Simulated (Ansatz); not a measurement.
A crystal relaxed with r2SCAN in Ansatz 0.2.0 has space group F-43m (No. 216) and a = 5.666 Å.

| atom | site | x | y | z |
| --- | --- | --- | --- | --- |
| Xx | 4a | 0.0000 | 0.0000 | 0.0000 |
| As | 4d | 0.2500 | 0.2500 | 0.7500 |

The r2SCAN gap is direct at Γ: 0.96 eV. With HSE06 the gap is 1.36 eV and direct, at Γ. With PBE the gap is 0.47 eV and direct, at Γ. Meshes: r2SCAN 8×8×8, HSE06 6×6×6, PBE 8×8×8. r2SCAN's ε∞ is 11.6 in all directions.

Q: Which element is Xx?
A. Al
B. B
C. Ga
D. Tl

A: C. Xx is Ga: GaAs (started from an entry of an open crystallographic database). Ga is surrounded by 4 As at 2.45 Å; As is surrounded by 4 Ga at 2.45 Å.

Calculated for a static, non-magnetic cell.

The runs are scalar-relativistic, without spin-orbit coupling.

The meshes of the hybrids are coarse, so their gaps aren't converged to the digits shown.
